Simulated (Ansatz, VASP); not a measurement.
**BP: VASP beside Ansatz**

The input INCAR:

```
PREC     = Accurate       # precision mode
ENCUT    = 520            # plane-wave cutoff, eV
EDIFF    = 1E-7           # SCF threshold, eV
ISMEAR   = -1             # smearing method
SIGMA    = 0.02           # smearing width, eV
LREAL    = False          # projectors in reciprocal space
LASPH    = True           # aspherical terms in the spheres
NELM     = 100            # most SCF steps
ALGO     = Normal         # electronic algorithm
ISIF     = 2              # what is computed and relaxed
LWAVE    = False          # write WAVECAR
LCHARG   = False          # write CHGCAR
GGA      = PE             # functional
NBANDS   = 11             # bands
```

The input KPOINTS:

```
Automatic mesh
0
Gamma
  10 10 10
```

POSCAR

```
BP
1.0
    0.0000000000      2.2002661989      2.2961117116
    2.2002661989      0.0000000000      2.2961117116
    2.2002661989      2.2002661989      0.0000000000
B P
1 1
Direct
    0.0000000000      0.0000000000      0.0000000000
    0.2500000000      0.2500000000      0.2500000000
```

Input for Ansatz:

```yaml
crystal:
  lattice:
    - [0.0, 2.2002661989, 2.2961117116]
    - [2.2002661989, 0.0, 2.2961117116]
    - [2.2002661989, 2.2002661989, 0.0]
  atoms:
    - { symbol: B, position: [0.0, 0.0, 0.0] }
    - { symbol: P, position: [0.25, 0.25, 0.25] }
kpoints:
  mp_grid: { grid: [10, 10, 10] }
  band_path:
    path:
      - [0.0, 0.0, 0.0]
      - [-0.5, -0.5, 0.0]
      - [-0.375, -0.375, 0.25]
      - [-0.375, 0.0, 0.375]
      - [0.0, 0.0, 0.5]
      - [-0.5, -0.25, 0.25]
      - [0.0, 0.416667, 0.416667]
    npoints: 1
hamiltonian:
  xc: pbe
scf:
  occupations: { method: fermi_dirac, width: 0.02 }
  n_extra_bands: 4
output:
  forces: true
  stress: true
  eigenvalues: true
```

Change from the starting cell: epitaxial_xy strain -3.0%.

Alike in both runs: task single point; functional PBE; k mesh 10 × 10 × 10; occupations fermi-dirac, width 0.02 eV; no spin polarisation.

|  | VASP | Ansatz |
| --- | --- | --- |
| version | VASP 6.6.1 | Ansatz 0.2.0 |
| potentials or method | VASP PAW PBE potentials, release 64 (B, P) | plane waves, PAW |
| plane-wave cutoff (eV) | 520 | 420 |
| valence electrons in the cell | 8 | 8 |

VASP gave:

```
gap on the k mesh at the Fermi level (eV)       : 0.84
pressure (GPa)                                  : 9.9
largest component of the traceless stress (GPa) : 8.40
```

**Question.** What did Ansatz give for the same quantities?

**Answer.** gap on the k mesh at the Fermi level (eV): 0.85; pressure (GPa): 10.2; largest component of the traceless stress (GPa): 8.38.

A k mesh can miss the band edges.
